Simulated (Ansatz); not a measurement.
# CdS, one cell by several methods

```xyz
4
Lattice="4.1348 0.0000 0.0000 -2.0674 3.5808 0.0000 0.0000 0.0000 6.8840" Properties=species:S:1:pos:R:3 pbc="T T T"
Cd    0.0000    2.3872    0.0000
Cd    2.0674    1.1936    3.4420
S     0.0000    2.3872    2.6503
S     2.0674    1.1936    6.0923
```

Atom numbers follow the list: Cd1, Cd2, S3, S4.

The cell is COD entry 9008862, as deposited and not checked against the literature; nothing was relaxed. It differs from other determinations. The listed cell was then made from it by scaling, straining or moving an atom.

Methods: DFT, PBE, PAW with Ansatz's default frozen-core files, scalar-relativistic (Ansatz 0.2.0); DFT, PBE, all-electron PAW with datasets made for the crystal, scalar-relativistic (Ansatz 0.2.0); DFT, PBE, all-electron LAPW, scalar-relativistic (Ansatz 0.2.0).

For PAW: a Γ-centred 7×7×4 k mesh, Fermi–Dirac smearing of 0.01 eV, cutoff 420 eV, no spin polarisation. The crystal-made all-electron datasets (AE datasets) take a cutoff of 260 eV at this cell. LAPW targets a basis error of 1 meV/atom. The Ansatz runs share mesh, smearing and spin set-up. Plane-wave (PAW) pressures include the program's estimate of the Pulay term.

Stress and pressure are positive in compression.

```tsv
quantity	PAW	AE datasets	LAPW
pressure (GPa)	1.49	1.52	1.52
stress xx (GPa)	2.71	2.74	2.74
stress zz (GPa)	-0.95	-0.93	-0.93
force on Cd1, z (eV/Å)	0.341	0.342	0.342
force on S3, z (eV/Å)	-0.341	-0.342	-0.342
band gap (eV)	1.163	1.163	1.163
```

PAW's pressure differs from the LAPW value by -0.03 GPa. Datasets made for the crystal and LAPW share parts of one code, so their agreement isn't an independent check.
